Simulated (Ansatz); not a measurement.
## Ga under changes of volume

One of the cells (17.718 Å³/atom); the others are scaled copies at fixed shape and fractional positions:

```xyz
1
Lattice="-1.3844 1.3844 2.3112 1.3844 -1.3844 2.3112 1.3844 1.3844 -2.3112" Properties=species:S:1:pos:R:3 pbc="T T T"
Ga    0.0000    0.0000    0.0000
```

This isn't the form of Ga at room conditions, which is orthorhombic.

| Property | Result |
| --- | --- |
| Program | Ansatz 0.2.0 |
| Functional | r2SCAN |
| Potentials or basis | Ansatz PAW |
| Cutoff | 500 eV (not typed: the program's choice for these potentials) |
| k mesh | 13 × 13 × 13 |
| Occupations | fermi-dirac, width 0.05 eV |
| Spin | no spin polarisation |

| volume (Å³/atom) | energy over the lowest point (meV/atom) | pressure (GPa) |
| --- | --- | --- |
| 16.655 | 15.68 | 4.7 |
| 17.010 | 7.06 | 3.0 |
| 17.364 | 1.95 | 1.5 |
| 17.718 | 0.00 | 0.2 |
| 18.073 | 0.89 | -1.0 |
| 18.427 | ? | ? |
| 18.781 | 9.97 | -3.0 |

What does the run at 18.427 Å³/atom give?

Energy over the lowest point 4.31 meV/atom; pressure -2.0 GPa.

Worked out: A Birch-Murnaghan fit of order 3 (a polynomial in V^(-2/3)) to the other rows has its minimum at 17.78 Å³/atom with B0 = V·E''(V) = 63 GPa and B' = 4.4 at fixed shape and positions, which overstates the stiffness. It gives 4.29 meV/atom at 18.427 Å³/atom, against the run's 4.31, and -dE/dV = -2.1 GPa, against -2.0.

Energies are extrapolated to zero smearing.

Caveats: the PAW data sets come from PBE, with cores solved anew for the run's functional, which leaves a small shift of forces and pressure.
